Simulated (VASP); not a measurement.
# Te2Mo (Pm) in VASP: reference runs, part 2 of 2

VASP 6.6.1. The steps go on from the part before.

## 3. Single point, PBE (atoms moved at random, drawn with an rms of 0.05 Å)

INCAR reads:

```
SYSTEM = Te2Mo
PREC = Accurate ; ENCUT = 520
EDIFF = 1E-7 ; ISMEAR = -1
SIGMA = 0.05 ; LREAL = .False.
LASPH = .True. ; NELM = 80
ALGO = Normal ; ISIF = 2
LWAVE = .False. ; LCHARG = .False.
GGA = PE ; NBANDS = 64
```

KPOINTS reads:

```
Automatic mesh
0
Gamma
  4 8 2
  0 0 0
```

POSCAR reads:

```
Te2Mo
1.0
    6.3464495577      0.0000000000      0.0000000000
    0.0000000000      3.4942155400      0.0000000000
   -0.5490254083      0.0000000000     14.8561586148
Te Mo
8 4
Direct
    0.0613620000      0.4954160000      0.4027120000
    0.9324830000     -0.0022240000      0.6000470000
    0.5564430000     -0.0008650000      0.3619030000
    0.4383800000      0.5056580000      0.6369170000
    0.0925210000      0.0002610000      0.1359480000
    0.9128010000      0.5127160000      0.8624180000
    0.5750000000      0.4915560000      0.1001640000
    0.4264410000     -0.0183780000      0.9020270000
    0.3251480000     -0.0115950000      0.5065450000
    0.6779100000      0.4942960000      0.4957830000
    0.1821200000      0.5079540000      0.0055080000
    0.8186020000      0.0128450000      0.9953820000
```

Potentials or basis: VASP PAW PBE potentials, release 64 (Te, Mo_sv).

The run is started by

```
$ cat potpaw_PBE.64/Te/POTCAR potpaw_PBE.64/Mo_sv/POTCAR > POTCAR
$ mpirun -np 1 vasp_std > vasp.out
```

OUTCAR:

```text
SYSTEM = Te2Mo
   PREC = Accurate
   ENCUT = 520
   EDIFF = 1E-7
   ISMEAR = -1
   LREAL = .False.
   LASPH = .True.
   NELM = 80
   ISIF = 2
   GGA = PE

 ion  position               nearest neighbor table
   1  0.061  0.495  0.403-   9 2.82  10 2.84   9 2.85   2 3.53   2 3.54   3 3.66   3 3.67   3 3.67

   2  0.932  0.998  0.600-  10 2.80  10 2.81   9 2.90   1 3.53   1 3.54   4 3.64   4 3.66   4 3.67

   3  0.556  0.999  0.362-   9 2.65  10 2.73  10 2.75   1 3.66   1 3.67   1 3.67
   4  0.438  0.506  0.637-  10 2.64   9 2.65   9 2.73   2 3.64   2 3.66   2 3.67
[... 1847 lines left out ...]
 -----------------------------------------------------------------------------
  energy-cutoff  :      520.00
  volume of cell :      329.45
      direct lattice vectors                 reciprocal lattice vectors
     6.346449558  0.000000000  0.000000000     0.157568415  0.000000000  0.005823111
     0.000000000  3.494215540  0.000000000     0.000000000  0.286187268  0.000000000
    -0.549025408  0.000000000 14.856158615     0.000000000  0.000000000  0.067312152

 POSITION                                       TOTAL-FORCE (eV/Angst)
 -----------------------------------------------------------------------------------
      0.16833      1.73109      5.98275        -0.023034     -0.017924      0.012844
      5.58852      3.48644      8.91439         0.330208     -0.047326     -0.000993
      3.33274      3.49119      5.37649         0.526714     -0.085275     -0.176371
      2.43247      1.76688      9.46214        -0.388296     -0.351698      0.834432
      0.51254      0.00091      2.01967         0.077232      0.115215      0.625311
      5.31956      1.79154     12.81222        -0.228688     -0.087927     -0.140913
      3.59422      1.71760      1.48805         0.207514      0.205550      0.027545
      2.21115      3.43000     13.40066        -0.136281      0.376013     -0.140893
      1.78543      3.45370      7.52531        -1.009398      0.428980      0.361002
      4.03012      1.72718      7.36543         0.566765      0.077682     -1.026523
      1.15279      1.77490      0.08183         0.163179     -0.325650      0.129842
      4.64873      0.04488     14.78755        -0.085915     -0.287639     -0.505283
 -----------------------------------------------------------------------------------
    total drift:                               -0.000263     -0.000245     -0.000524

  FREE ENERGIE OF THE ION-ELECTRON SYSTEM (eV)
  ---------------------------------------------------
  free  energy   TOTEN  =       -71.8109730985 eV

  energy  without entropy=      -71.7837117689  energy(sigma->0) =      -71.79734243
```

stdout:

```text
POSCAR found type information on POSCAR TeMo
 POSCAR found :  2 types and      12 ions
 scaLAPACK will be used
 LDA part: xc-table for (Slater+PW92), standard interpolation
 POSCAR, INCAR and KPOINTS ok, starting setup
 FFT: planning ... GRIDC
 FFT: planning ... GRID_SOFT
 FFT: planning ... GRID
 WAVECAR not read
 entering main loop
```

Run time: 13 min. Hardware: 1 thread of AMD EPYC 9R45 (Zen 5), shared host; peak memory 0.71 GiB.

Results:

```
Free energy            : -71.8110 eV
Pressure               : 1.3 GPa
Largest force          : 1.175 eV/Å
Band gap on the k mesh : none (metal or under the smearing width)
```

Forces in eV/Å, atoms in the order of the input:
```
Te  -0.023 -0.018  0.013
Te   0.330 -0.047 -0.001
Te   0.527 -0.085 -0.176
Te  -0.388 -0.352  0.834
Te   0.077  0.115  0.625
Te  -0.229 -0.088 -0.141
Te   0.208  0.206  0.028
Te  -0.136  0.376 -0.141
Mo  -1.009  0.429  0.361
Mo   0.567  0.078 -1.027
Mo   0.163 -0.326  0.130
Mo  -0.086 -0.288 -0.505
```

Levels at points of the mesh, in eV from the Fermi level:
| k point | band 49 | band 50 | band 51 | band 52 | band 53 | band 54 | band 55 | band 56 |
| --- | --- | --- | --- | --- | --- | --- | --- | --- |
| (0.00, 0.00, 0.00) | -0.35 | -0.10 | 0.01 | 0.14 | 0.55 | 0.74 | 1.05 | 1.07 |
| (0.50, 0.00, 0.00) | -0.73 | -0.66 | -0.65 | -0.62 | 0.10 | 0.18 | 0.94 | 1.06 |
| (0.00, 0.50, 0.00) | -1.43 | -1.40 | -1.39 | -1.35 | 1.13 | 1.14 | 1.18 | 1.20 |
| (0.50, 0.50, 0.00) | -0.93 | -0.89 | -0.89 | -0.87 | 1.03 | 1.04 | 1.07 | 1.09 |
| (0.00, 0.00, 0.50) | -0.22 | -0.13 | 0.02 | 0.12 | 0.56 | 0.68 | 1.06 | 1.06 |
| (0.50, 0.00, 0.50) | -0.73 | -0.64 | -0.61 | -0.55 | 0.11 | 0.19 | 0.94 | 1.06 |
| (0.00, 0.50, 0.50) | -1.45 | -1.43 | -1.40 | -1.37 | 1.14 | 1.15 | 1.16 | 1.19 |
| (0.50, 0.50, 0.50) | -0.92 | -0.89 | -0.88 | -0.87 | 1.03 | 1.04 | 1.06 | 1.08 |

The run has no spin-orbit coupling, so splittings on Te are missing.
